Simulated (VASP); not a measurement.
Here is a VASP 6.6.1 calculation.

INCAR

```
SYSTEM = Te2Pt
ALGO = Normal ; EDIFF = 1E-7
EDIFFG = -0.005 ; ENCUT = 600
GGA = PE ; IBRION = 2
ISIF = 3 ; ISMEAR = 0
IVDW = 12 ; KPAR = 2
LASPH = .True. ; LATTICE_CONSTRAINTS = .TRUE. .TRUE. .FALSE.
LCHARG = .False. ; LREAL = .False.
LWAVE = .False. ; NELM = 80
NSW = 90 ; PREC = Accurate
SIGMA = 0.03
```

KPOINTS

```
k-points
0
Gamma
  9 9 1
  0 0 0
```

Contents of POSCAR:

```
Te2Pt                                   
1.0
    3.9709726331      0.0000000000      0.0000000000
   -1.9854863166      3.4389631788      0.0000000000
    0.0000000000      0.0000000000     20.6005000000
  Te              Pt            
     2     1
Direct
     0.6666666699999979    0.3333333300000021    0.4316785320419982
     0.3333333300000021    0.6666666699999979    0.5683214679580019
     0.0000000000000000    0.0000000000000000    0.5000000000000000
```

Potentials or basis: VASP PAW PBE potentials, release 64 (Te, Pt).

The run is started by

```console
$ cat potpaw_PBE.64/Te/POTCAR potpaw_PBE.64/Pt/POTCAR > POTCAR
$ mpirun -np 2 vasp_std > vasp.out
```

Task: Predict the dispersion energy per atom.

Result: -0.346 eV.

Task: Predict the band gap on the k mesh.

Result: 0.67 eV, indirect (least direct gap 1.16 eV).

Final structure:
```yaml
crystal:
  lattice:
    - [3.97097, 0.00000, 0.00000]
    - [-1.98549, 3.43896, 0.00000]
    - [0.00000, 0.00000, 20.60050]
  atoms:
    - { symbol: Te, position: [0.66667, 0.33333, 0.43168] }
    - { symbol: Te, position: [0.33333, 0.66667, 0.56832] }
    - { symbol: Pt, position: [0.00000, 0.00000, 0.50000] }
```

Caveat: the relaxation stopped at its first step, so nothing moved; spin-orbit coupling is left out, which moves the levels of the heavy elements.
